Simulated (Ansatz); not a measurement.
TiCo3 under pressure

All numbers below come from Ansatz, DFT PBEsol, scalar-relativistic, plane waves, PAW. Settings: 420 eV plane-wave cutoff, Γ-centred 12×12×12 mesh, Gaussian smearing of 0.20 eV. Collinear spin, site moments -0.1, 0.2, 0.2, 0.2 μB. Phonons by linear response, acoustic sum rule imposed.

Relaxed structure:
```xyz
4
Lattice="3.5287 0.0000 0.0000 0.0000 3.5287 0.0000 0.0000 0.0000 3.5287" Properties=species:S:1:pos:R:3 pbc="T T T"
Ti    0.0000    0.0000    0.0000
Co    0.0000    1.7644    1.7644
Co    1.7644    0.0000    1.7644
Co    1.7644    1.7644    0.0000
```

In a metal, frequencies and elastic constants depend on the k mesh and the smearing, soft modes and shear constants most.

Optical modes at Γ (cm⁻¹) at zero pressure: 205, 228, 293.

Task: Under hydrostatic pressure the same modes lie at 213, 236, 305 cm⁻¹. What is the pressure, and how much has the cell shrunk?

Result: 5 GPa; the volume is 2.0 % smaller.